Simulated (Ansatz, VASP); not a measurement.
## One calculation of Sb3S5, two programs

```xyz
8
Lattice="3.8725 0.0000 0.0000 -1.9362 3.3537 0.0000 0.0000 0.0000 16.0582" Properties=species:S:1:pos:R:3 pbc="T T T"
Sb    0.0000    0.0000    8.0291
Sb    0.0000    2.2358    1.8454
Sb    1.9362    1.1179   14.2128
S     1.9362    1.1179    9.5255
S     0.0000    2.2358    6.5327
S     1.9362    1.1179    3.3034
S     0.0000    2.2358   12.7548
S     0.0000    0.0000    0.0000
```

Alike in both runs: functional PBE; k mesh 5 × 5 × 1; occupations gaussian, width 0.2 eV; no spin polarisation.

Ansatz relaxed the structure, and its values are those at the end. VASP's run is a single point on that final structure, the one shown.

|  | VASP | Ansatz |
| --- | --- | --- |
| version | VASP 6.6.1 | Ansatz 0.2.0 |
| potentials or method | VASP PAW PBE potentials, release 64 (Sb, S) | scalar-relativistic, plane waves, PAW |
| plane-wave cutoff (eV) | 520 | 420 |
| valence electrons in the cell | 45 | 75 |

VASP gave:

```
gap on the k mesh at the Fermi level (eV) : none
pressure (GPa)                            : -0.3
rms of the force components (eV/Å)        : 0.025
```

Q: Estimate Ansatz's values.

A: gap on the k mesh at the Fermi level (eV): none; pressure (GPa): -0.2; rms of the force components (eV/Å): 0.017.

A gap of «none» marks a metal or a gap that the smearing closes. The two sets of potentials don't hold the same shells in valence.

Caveats: the k mesh is coarse (spacing up to 0.39 Å⁻¹), so the values aren't converged; this functional lacks dispersion, which binds the layers, so the pressure and a relaxed spacing across them are unreliable. Spin-orbit coupling is left out, which matters for the levels of Sb.
